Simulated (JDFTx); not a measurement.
## ScAl3 in JDFTx: the effect of Hubbard term

Crystal: ScAl3.

```xyz
4
Lattice="4.0878 0.0000 0.0000 0.0000 4.0878 0.0000 0.0000 0.0000 4.0878" Properties=species:S:1:pos:R:3 pbc="T T T"
Sc    0.0000    0.0000    0.0000
Al    2.0439    2.0439    0.0000
Al    0.0000    2.0439    2.0439
Al    2.0439    0.0000    2.0439
```

The cell is a database's computed one.

Alike in all runs:

```yaml
Program: JDFTx 1.7.0 (patched build)
Task: single point
Functional: PBE
Potentials_or_basis: PseudoDojo-SR-PBE-0.5-standard with smoothed tails
Cutoff: 1061 eV
Density_cutoff: 8490 eV
k_mesh: 7 × 7 × 7
Occupations: fermi-dirac, width 0.05 eV
Spin: no spin polarisation
Local_potential_set_to_-Z/r_beyond: 6 bohr
Bands: 16
Density_cutoff_over_wavefunction_cutoff: 8
Max_SCF_steps: 100
SCF_threshold_on_the_energy: 1e-09 Ha
Solver_of_the_electrons: scf
Further_solve_for_the_empty_bands: yes
```

| Hubbard term | pressure (GPa) |
| --- | --- |
| none | 0.9 |
| Sc d U = 1 eV | 1.5 |
| Sc d U = 2 eV | 2.2 |
| Sc d U = 3 eV | 2.9 |
| Sc d U = 4 eV | 3.7 |
| Sc d U = 6 eV | 5.8 |
| Sc d U = 8 eV | ? |

Question: What does the run with Hubbard term Sc d U = 8 eV give?

Answer: Pressure 8.6 GPa.

Worked out: A parabola through the other rows of the pressure, of slope 1.31 GPa per eV there, extrapolates to 8.2 GPa, against the run's 8.6.

Caveats: U without spin polarisation on a metal has little footing (some runs); the U is typed as a test and isn't derived for this compound (some runs).
